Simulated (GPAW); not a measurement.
Sb:

```xyz
1
Lattice="0.0000 2.3712 2.3712 2.3712 0.0000 2.3712 2.3712 2.3712 0.0000" Properties=species:S:1:pos:R:3 pbc="T T T"
Sb    0.0000    0.0000    0.0000
```

This isn't the form of Sb at room conditions, which is rhombohedral.

```yaml
Program: GPAW 26.7.0
Task: relaxation of cell and atoms
Functional: PW91
Potentials_or_basis: PAW data sets generated in the run's folder for this functional
Cutoff: 600 eV
Basis: pw
k_mesh: 8 × 8 × 8
Occupations: fermi-dirac, width 0.05 eV
Spin: no spin polarisation
```

At the start: pressure 2.4 GPa; volume 26.67 Å³/atom.

**Question.** Where does the relaxation end?

**Answer.** Over 3 steps the energy falls by 8.2 meV/atom and the volume is 27.65 Å³/atom (+3.7 %); space group Fm-3m (No. 225, to 0.05 Å).

The path:
```
step  energy change (eV)  largest force (eV/Å)  pressure (GPa)  volume (Å³)
   1              0.0000                0.0000            2.45        26.67
   2             -0.0058                0.0000            1.24        27.14
   3             -0.0082                0.0000            0.05        27.65
```

Final structure:
```
Sb
1.0
     0.00000    2.39998    2.39998
     2.39998    0.00000    2.39998
     2.39998    2.39998    0.00000
Sb
1
Direct
  0.00000 0.00000 0.00000
```

Caveat: later steps reuse the first step's grids.
